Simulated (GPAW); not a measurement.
# In (I4/mmm) in GPAW: reference runs

Reference runs on In: the cell as given and a disturbed copy.

All numbers are computed with GPAW 26.7.0; they aren't measurements. Logs are shortened: lines on timing, memory, paths and dates and some standing lists are left out, and cuts for length are marked. The log counts tension as positive stress, the text compression.

## 1. The structure

Symmetry: I4/mmm, No. 139, tetragonal system. Conventional cell: a = 3.251 Å, b = 3.251 Å, c = 4.947 Å, α = 90.00°, β = 90.00°, γ = 90.00°. In (site symmetry 4/mmm) has 12 In at 3.25 to 3.38 Å as nearest neighbours.

## 2. Single point, PBEsol

Input file run.py:

```python
from ase import Atoms
from ase.dft.bandgap import bandgap
from ase.io import write
from ase.units import Bohr, GPa
from gpaw import GPAW, PW, setup_paths
from gpaw.elf import elf_from_dft_calculation

setup_paths.insert(0, '.')

atoms = Atoms(['In'],
              cell=[[-1.62547, 1.62547, 2.4737],
                    [1.62547, -1.62547, 2.4737],
                    [1.62547, 1.62547, -2.4737]],
              scaled_positions=[[0.0, 0.0, 0.0]],
              pbc=True)

calc = GPAW(mode=PW(600),
            xc='PBEsol',
            kpts={'size': (11, 11, 11), 'gamma': True},
            occupations={'name': 'fermi-dirac', 'width': 0.05},
            nbands=14,
            convergence={'density': 1e-05, 'energy': 1e-05},
            maxiter=150,
            txt='gpaw.txt')
atoms.calc = calc
energy = atoms.get_potential_energy()
forces = atoms.get_forces()
stress = atoms.get_stress()
calc.write('gs.gpw')
write('result.traj', atoms)
print(f'Energy: {energy:.6f} eV')
print('Forces (eV/A):')
print(forces.round(4))
print('Stress (GPa):', (stress / GPa).round(3))
print('Fermi level:', round(calc.get_fermi_level(), 4), 'eV')
print(f'Gap: {bandgap(calc)[0]:.4f} eV, direct: {bandgap(calc, direct=True)[0]:.4f} eV')

# fields on the real-space grid
write('density.cube', atoms, data=calc.get_pseudo_density() * Bohr**3)
write('potential.cube', atoms, data=calc.get_electrostatic_potential())
write('elf.cube', atoms, data=elf_from_dft_calculation(calc).data)
```

Potentials or basis: PAW data sets generated in the run's folder for this functional, pw.

Started as:

```console
$ gpaw-setup -f PBEsol In
$ OMP_NUM_THREADS=1 python run.py
```

gpaw.txt:

```text
__  _  _
 | _ |_)|_||  |
 |__||  | ||/\| - 26.7.0

Input parameters:
  mode=PW(ecut=600.0),
  convergence={'density': 1e-05, 'energy': 1e-05},
  kpts=MonkhorstPack(size=(11, 11, 11), gamma=True),
  maxiter=150,
  nbands=14,
  occupations=Occupations(name='fermi-dirac', width=0.05),
  xc=XC(name='PBEsol')

Diagonalizing LCAO Hamiltonian
Converting LCAO to pw mode

       In

Atoms  # Å, Bohr magnetons
|   | symbol |        x |        y |        z |    initial magnetic moments |
|---|--------|----------|----------|----------|-----------------------------|
| 0 |     In | 0.000000 | 0.000000 | 0.000000 | ( 0.0000,  0.0000,  0.0000) |

Unit cell  # Å
| periodic |         x |         y |         z |  lengths |     angles |
|----------|-----------|-----------|-----------|----------|------------|
|      yes | -1.625470 |  1.625470 |  2.473700 | 3.376906 | 122.452932 |
|      yes |  1.625470 | -1.625470 |  2.473700 | 3.376906 | 122.452932 |
|      yes |  1.625470 |  1.625470 | -2.473700 | 3.376906 |  85.801437 |

Number of symmetries: 16
Symmetry operations  # r_c * U_cc + t_c -> r_c
|    | kind |            matrix            |
|----|------|------------------------------|
|  0 |  σ   |  1, 1, 1,  0, 0,-1,  0,-1, 0 |
|  1 |  C4  |  1, 1, 1,  0, 0,-1, -1, 0, 0 |
|  2 |  E   |  1, 0, 0,  0, 1, 0,  0, 0, 1 |
|  3 |  σ   |  1, 0, 0,  0, 1, 0, -1,-1,-1 |
|  4 |  σ   |  0, 1, 0,  1, 0, 0,  0, 0, 1 |
|  5 |  C2  |  0, 1, 0,  1, 0, 0, -1,-1,-1 |
|  6 |  C2  |  0, 0, 1, -1,-1,-1,  1, 0, 0 |
|  7 |  S4  |  0, 0, 1, -1,-1,-1,  0, 1, 0 |
|  8 |  C4  |  0, 0,-1,  1, 1, 1,  0,-1, 0 |
|  9 |  σ   |  0, 0,-1,  1, 1, 1, -1, 0, 0 |
| 10 |  σ   |  0,-1, 0, -1, 0, 0,  1, 1, 1 |
| 11 |  C2  |  0,-1, 0, -1, 0, 0,  0, 0,-1 |
| 12 |  C2  | -1, 0, 0,  0,-1, 0,  1, 1, 1 |
| 13 |  i   | -1, 0, 0,  0,-1, 0,  0, 0,-1 |
| 14 |  S4  | -1,-1,-1,  0, 0, 1,  1, 0, 0 |
| 15 |  C2  | -1,-1,-1,  0, 0, 1,  0, 1, 0 |

BZ-sampling:
  Number of BZ points: 1331
  Number of IBZ points: 126

  Monkhorst-Pack size: [11, 11, 11]
  Monkhorst-Pack shift: [0, 0, 0]

K-points  # in reciprocal-cell coordinates
|     |                                coordinates |     weight |
|-----|--------------------------------------------|------------|
|   0 | (  0.00000000,   0.00000000,   0.00000000) | 0.00075131 |
|   1 | (  0.09090909,  -0.09090909,   0.00000000) | 0.00300526 |
|   2 | (  0.09090909,  -0.09090909,   0.09090909) | 0.00300526 |
|   3 | (  0.09090909,   0.00000000,   0.00000000) | 0.00601052 |
|   4 | (  0.09090909,   0.09090909,  -0.09090909) | 0.00150263 |
|   5 | (  0.18181818,  -0.18181818,   0.00000000) | 0.00300526 |
|   6 | (  0.18181818,  -0.18181818,   0.09090909) | 0.00601052 |
|   7 | (  0.18181818,  -0.18181818,   0.18181818) | 0.00300526 |
|   8 | (  0.18181818,  -0.09090909,   0.00000000) | 0.01202104 |
|   9 | (  0.18181818,  -0.09090909,   0.09090909) | 0.00601052 |
| ... |                                            |            |
| 125 | (  0.45454545,   0.45454545,   0.45454545) | 0.00601052 |

Plane wave coefficients: 901
Cutoff: 600.0 eV

Spin-components: 1 (collinear spins)
Bands:           14
Projectors:      6
Spin-degeneracy: 2
Datatype:        complex128

Parallelization:
  kpt:    1
  domain: 1
  band:   1

Density:
  Valence electrons: 13.0
  Components: 1
  Grid points: [20 20 20]
  Charge: 0.0  # |e|

Potential:
  Grid points: [20 20 20]

species:
  In:
    name:    Indium
    Z:       49.0
    valence: 13
    core:    36
    charge:  0.0  # [|e|]
    compensation charges:
      type: gauss
      rc: 0.36  # [Å]
      lmax: 2
    cutoffs:
      filter: 2.09  # [Å]
      core: 2.48  # [Å]
    projectors
    | kind |    occ | energy [eV] | rcut [Å] |
    |------|--------|-------------|----------|
    |   5s |  2.000 |      -8.248 |    1.185 |
    |   5p |  1.000 |      -2.521 |    1.244 |
    |   4d | 10.000 |     -18.596 |    1.148 |
    |    s |        |      18.964 |    1.185 |
    |    p |        |      24.691 |    1.244 |
    |    d |        |       8.615 |    1.148 |

    Using partial waves for In as LCAO basis

Reference energy: -159902.609223  # eV

eigensolver:
[... 26 lines left out ...]
convergence criteria:
- Maximum integral of absolute [dens]ity change: 1e-05 electrons / valence electron
- Maximum [total energy] change in last 3 cyles: 1e-05 eV / valence electron
- Maximum integral of absolute [eigenst]ate change: 4e-08 eV^2 / valence electron
maximum number of iterations: 150

SCF iterations
|iter     | |      energy | eigst |  dens |
|---------|-|-------------|-------|-------|
|iter:   1| |   -3.235455 | -0.45 |       |
|iter:   2| |   -3.231122 | -2.46 | -1.56 |
|iter:   3| |   -3.200431 | -2.69 | -1.60 |
|iter:   4| |   -3.199650 | -3.80 | -2.07 |
|iter:   5| |   -3.199750 | -4.53 | -2.68 |
|iter:   6| |   -3.199758c| -6.15 | -3.61 |
|iter:   7| |   -3.199759c| -6.97 | -4.18 |
|iter:   8| |   -3.199759c| -8.34c| -5.37c|

Converged in 8 steps
Energy contributions relative to reference atoms: (reference = -159902.609223)

Energy contributions:
  Kinetic:          10.300921
  Coulomb:          -9.436745
  Zero:              0.159215
  External:          0.000000
  Xc:               -4.221199
  Entropy:          -0.003901
  Spinorbit:         0.000000
  ----------------------------
  Free energy:      -3.201709
  Extrapolated:     -3.199759

dipole moment: (-5.504775, -5.504775, -8.377369)  # |e|*Ang

Fermi level: 6.829
Eigenvalues  # (at kpt = [0.000, 0.000, 0.000])
| band index |      eig [eV] | occ [0-2] |
|------------|---------------|-----------|
|          0 |        -7.717 |     2.000 |
|          1 |        -7.608 |     2.000 |
|          2 |        -7.608 |     2.000 |
|          3 |        -7.524 |     2.000 |
|          4 |        -7.418 |     2.000 |
|          5 |        -2.745 |     2.000 |
|          6 |        17.316 |     0.000 |
|          7 |        17.316 |     0.000 |
|          8 |        17.484 |     0.000 |
|          9 |        18.474 |     0.000 |
|         10 |        20.770 |     0.000 |
|         11 |        20.894 |     0.000 |
|         12 |        20.894 |     0.000 |
|         13 |        22.200 |     0.000 |

No gap
No difference between direct/indirect transitions

Forces  # eV/Ang
|       x |       y |       z |
|---------|---------|---------|
| 0.00000 | 0.00000 | 0.00000 |  # In   0

Stress tensor  # eV/Ang^3
|        x |        y |        z |
|----------|----------|----------|
| 0.007144 | 0.000000 | 0.000000 |
| 0.000000 | 0.007144 | 0.000000 |
| 0.000000 | 0.000000 | 0.009567 |

# Writing to gs.gpw (mode='')
```

It took 20 s on 1 thread of Arm Neoverse V2, shared host; peak memory 0.17 GiB.

Results:

```yaml
Free_energy: -3.2017 eV
Pressure: -1.3 GPa
Band_gap_on_the_k_mesh: none (metal or under the smearing width)
```

## 3. Single point, PBEsol (cell strained at random at fixed volume)

Input file run.py:

```python
from ase import Atoms
from ase.dft.bandgap import bandgap
from ase.io import write
from ase.units import GPa
from gpaw import GPAW, PW, setup_paths

setup_paths.insert(0, '.')

atoms = Atoms(['In'],
              cell=[[-1.642989, 1.576776, 2.432089],
                    [1.658018, -1.631797, 2.478118],
                    [1.651989, 1.640796, -2.468243]],
              scaled_positions=[[-0.008528, 0.003147, -0.000028]],
              pbc=True)

calc = GPAW(mode=PW(600),
            xc='PBEsol',
            kpts={'size': (11, 11, 11), 'gamma': True},
            occupations={'name': 'fermi-dirac', 'width': 0.05},
            nbands=14,
            convergence={'density': 1e-05, 'energy': 1e-05},
            maxiter=150,
            txt='gpaw.txt')
atoms.calc = calc
energy = atoms.get_potential_energy()
forces = atoms.get_forces()
stress = atoms.get_stress()
calc.write('gs.gpw')
write('result.traj', atoms)
print(f'Energy: {energy:.6f} eV')
print('Forces (eV/A):')
print(forces.round(4))
print('Stress (GPa):', (stress / GPa).round(3))
print('Fermi level:', round(calc.get_fermi_level(), 4), 'eV')
print(f'Gap: {bandgap(calc)[0]:.4f} eV, direct: {bandgap(calc, direct=True)[0]:.4f} eV')
```

Potentials or basis: PAW data sets generated in the run's folder for this functional, pw.

Started as:

```console
$ gpaw-setup -f PBEsol In
$ OMP_NUM_THREADS=1 python run.py
```

gpaw.txt:

```text
__  _  _
 | _ |_)|_||  |
 |__||  | ||/\| - 26.7.0

Input parameters:
  mode=PW(ecut=600.0),
  convergence={'density': 1e-05, 'energy': 1e-05},
  kpts=MonkhorstPack(size=(11, 11, 11), gamma=True),
  maxiter=150,
  nbands=14,
  occupations=Occupations(name='fermi-dirac', width=0.05),
  xc=XC(name='PBEsol')

Diagonalizing LCAO Hamiltonian
Converting LCAO to pw mode

       In

Atoms  # Å, Bohr magnetons
|   | symbol |        x |         y |         z |    initial magnetic moments |
|---|--------|----------|-----------|-----------|-----------------------------|
| 0 |     In | 0.019183 | -0.018628 | -0.012873 | ( 0.0000,  0.0000,  0.0000) |

Unit cell  # Å
| periodic |         x |         y |         z |  lengths |     angles |
|----------|-----------|-----------|-----------|----------|------------|
|      yes | -1.642989 |  1.576776 |  2.432089 | 3.331770 | 121.668863 |
|      yes |  1.658018 | -1.631797 |  2.478118 | 3.398949 | 122.835530 |
|      yes |  1.651989 |  1.640796 | -2.468243 | 3.393155 |  86.304448 |

Number of symmetries: 1
Symmetry operations  # r_c * U_cc + t_c -> r_c
|   | kind |            matrix            |
|---|------|------------------------------|
| 0 |  E   |  1, 0, 0,  0, 1, 0,  0, 0, 1 |

BZ-sampling:
  Number of BZ points: 1331
  Number of IBZ points: 666

  Monkhorst-Pack size: [11, 11, 11]
  Monkhorst-Pack shift: [0, 0, 0]

K-points  # in reciprocal-cell coordinates
|     |                                coordinates |     weight |
|-----|--------------------------------------------|------------|
|   0 | (  0.00000000,   0.00000000,   0.00000000) | 0.00075131 |
|   1 | (  0.00000000,   0.00000000,   0.09090909) | 0.00150263 |
|   2 | (  0.00000000,   0.00000000,   0.18181818) | 0.00150263 |
|   3 | (  0.00000000,   0.00000000,   0.27272727) | 0.00150263 |
|   4 | (  0.00000000,   0.00000000,   0.36363636) | 0.00150263 |
|   5 | (  0.00000000,   0.00000000,   0.45454545) | 0.00150263 |
|   6 | (  0.00000000,   0.09090909,  -0.45454545) | 0.00150263 |
|   7 | (  0.00000000,   0.09090909,  -0.36363636) | 0.00150263 |
|   8 | (  0.00000000,   0.09090909,  -0.27272727) | 0.00150263 |
|   9 | (  0.00000000,   0.09090909,  -0.18181818) | 0.00150263 |
| ... |                                            |            |
| 665 | (  0.45454545,   0.45454545,   0.45454545) | 0.00150263 |

Plane wave coefficients: 895
Cutoff: 600.0 eV

Spin-components: 1 (collinear spins)
Bands:           14
Projectors:      6
Spin-degeneracy: 2
Datatype:        complex128

Parallelization:
  kpt:    1
  domain: 1
  band:   1

Density:
  Valence electrons: 13.0
  Components: 1
  Grid points: [20 20 20]
  Charge: 0.0  # |e|

Potential:
  Grid points: [20 20 20]

species:
  In:
    name:    Indium
    Z:       49.0
    valence: 13
    core:    36
    charge:  0.0  # [|e|]
    compensation charges:
      type: gauss
      rc: 0.36  # [Å]
      lmax: 2
    cutoffs:
      filter: 2.09  # [Å]
      core: 2.48  # [Å]
    projectors
    | kind |    occ | energy [eV] | rcut [Å] |
    |------|--------|-------------|----------|
    |   5s |  2.000 |      -8.248 |    1.185 |
    |   5p |  1.000 |      -2.521 |    1.244 |
    |   4d | 10.000 |     -18.596 |    1.148 |
    |    s |        |      18.964 |    1.185 |
    |    p |        |      24.691 |    1.244 |
    |    d |        |       8.615 |    1.148 |

    Using partial waves for In as LCAO basis

Reference energy: -159902.609223  # eV

eigensolver:
[... 26 lines left out ...]
convergence criteria:
- Maximum integral of absolute [dens]ity change: 1e-05 electrons / valence electron
- Maximum [total energy] change in last 3 cyles: 1e-05 eV / valence electron
- Maximum integral of absolute [eigenst]ate change: 4e-08 eV^2 / valence electron
maximum number of iterations: 150

SCF iterations
|iter     | |      energy | eigst |  dens |
|---------|-|-------------|-------|-------|
|iter:   1| |   -3.234041 | -0.45 |       |
|iter:   2| |   -3.229725 | -2.45 | -1.56 |
|iter:   3| |   -3.198950 | -2.69 | -1.60 |
|iter:   4| |   -3.198164 | -3.78 | -2.07 |
|iter:   5| |   -3.198266 | -4.50 | -2.68 |
|iter:   6| |   -3.198274c| -6.15 | -3.61 |
|iter:   7| |   -3.198274c| -6.98 | -4.18 |
|iter:   8| |   -3.198274c| -8.34c| -5.36c|

Converged in 8 steps
Energy contributions relative to reference atoms: (reference = -159902.609223)

Energy contributions:
  Kinetic:          10.315317
  Coulomb:          -9.447000
  Zero:              0.159150
  External:          0.000000
  Xc:               -4.223549
  Entropy:          -0.004383
  Spinorbit:         0.000000
  ----------------------------
  Free energy:      -3.200466
  Extrapolated:     -3.198274

dipole moment: (-5.395530, 16.239213, -8.637810)  # |e|*Ang

Fermi level: 6.810
Eigenvalues  # (at kpt = [0.000, 0.000, 0.000])
| band index |      eig [eV] | occ [0-2] |
|------------|---------------|-----------|
|          0 |        -7.713 |     2.000 |
|          1 |        -7.634 |     2.000 |
|          2 |        -7.596 |     2.000 |
|          3 |        -7.512 |     2.000 |
|          4 |        -7.425 |     2.000 |
|          5 |        -2.746 |     2.000 |
|          6 |        16.883 |     0.000 |
|          7 |        17.268 |     0.000 |
|          8 |        17.694 |     0.000 |
|          9 |        18.741 |     0.000 |
|         10 |        20.450 |     0.000 |
|         11 |        20.653 |     0.000 |
|         12 |        21.288 |     0.000 |
|         13 |        22.543 |     0.000 |

No gap
No difference between direct/indirect transitions

Forces  # eV/Ang
|        x |       y |       z |
|----------|---------|---------|
| -0.00000 | 0.00000 | 0.00000 |  # In   0

Stress tensor  # eV/Ang^3
|        x |         y |         z |
|----------|-----------|-----------|
| 0.009377 |  0.000060 |  0.000066 |
| 0.000060 |  0.003400 | -0.001417 |
| 0.000066 | -0.001417 |  0.010712 |

# Writing to gs.gpw (mode='')
```

Run time: 89 s. Hardware: 1 thread of Arm Neoverse V2, shared host; peak memory 0.36 GiB.

What came out:

```yaml
Free_energy: -3.2005 eV
Pressure: -1.3 GPa
Band_gap_on_the_k_mesh: none (metal or under the smearing width)
```

Levels at points of the mesh, in eV from the Fermi level:
```csv
k point,band 4,band 5,band 6,band 7,band 8,band 9
"(0.00, 0.00, 0.00)",-14.32,-14.23,-9.56,10.07,10.46,10.88
```
